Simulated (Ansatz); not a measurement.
Planning a run of Ansatz 0.2.0 on LuSb (honeycomb monolayer). The input:

```yaml
crystal:
  lattice:
    - [4.9792884768, 0.0, 0.0]
    - [-2.4896442384, 4.3121903137, 0.0]
    - [0.0, 0.0, 23.2]
  atoms:
    - { symbol: Lu, position: [0.3333333333, 0.6666666667, 0.4998709383] }
    - { symbol: Sb, position: [0.6666666667, 0.3333333333, 0.5001290617] }
  periodic: [true, true, false]
kpoints:
  mp_grid: { grid: [3, 3, 1] }
  band_path:
    path: [[0.0, 0.0, 0.0], [0.5, 0.0, 0.0], [0.3333333333, 0.3333333333, 0.0]]
    npoints: 1
hamiltonian:
  xc: hse06
scf:
  occupations: { method: fixed }
  n_extra_bands: 4
  convergence: { dr2_threshold: 1.0e-10 }
output:
  eigenvalues: true
  write_density: true
  write_potential: true
  elf: true
  volumetric_format: npy
```

```sh
ansatz run input.yaml --threads 4 --pin off --max-ram 13824MiB --backend cpu --events-out ev --progress --plain --runs-dir out
```

How long will it take on 4 threads of Arm Neoverse V1, shared host, and how much memory?

It took 45 s; on shared hardware allow 22 s to 89 s. Peak host memory was 1.4 GiB. The sizes that set the cost: 9731 plane waves a state, 3 irreducible k points and 19 SCF cycles.

Exact exchange couples every pair of k points and filled bands, so it costs far more than a semilocal run.

[Paths, hosts, dates, memory and timing lines, banners, echoed tables and standing remarks are left out of the program output.]

[Logs are printed without paths, hosts, clocks, repeated set-up lines and the standing remarks that a program may print on its own settings, such as how far it seeks lower states.]

[Runs of the session that timed out or met a known fault of the program may be left out.]

[Cells called generated may have been cut or substituted from an entry of the Crystallography Open Database or the Materials Project.]

[Hosts, paths, dates, database ids (printed as entryN), source tags and the programs' standing remarks are cut or masked in the printed files.]
